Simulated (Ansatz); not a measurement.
SiO₂ (P4_12_12)

Level of theory: DFT PBE, scalar-relativistic, plane waves, PAW in Ansatz.

Cutoff 420 eV; k points 6×6×4 on the computed 12-atom cell (Γ-centred); Gaussian smearing, width 0.02 eV; no spin polarisation.

The structure is relaxed at this level of theory with its symmetry kept. This form isn't the usual stable structure of the compound, though it has been observed.

It takes space group P4_12_12 (No. 92, tetragonal). Conventional cell: a = 5.084 Å, b = 5.084 Å, c = 7.101 Å, α = 90.00°, β = 90.00°, γ = 90.00°. Si (site symmetry 2) has 4 O at 1.62 to 1.63 Å as nearest neighbours. O (site symmetry 1) is surrounded by 2 Si at 1.62 to 1.63 Å.

* Volume per atom: 15.29 Å³
* Formation energy from the elements' standard states (uncorrected): -2.783 eV/atom
* Kohn–Sham band gap: 5.51 eV, direct at Γ
* Löwdin character of the top 1 eV of the valence band: O 2p 97 %
* Löwdin character of the lowest 1 eV of the conduction band: Si 3s 41 %, O 2s 20 %, Si 3p 16 %, unprojected 18 %
* Electron masses at the edge by Cartesian direction of the standard setting (m_e; degenerate bands sorted by energy; no spin-orbit coupling): x: 0.54; y: 0.54; z: 0.54
* Hole masses at the edge by Cartesian direction of the standard setting (m_e; degenerate bands sorted by energy; no spin-orbit coupling): x: 1.9; y: 1.9; z: 1.7
* Bulk modulus: 15.8 GPa
* Its pressure derivative: 2.1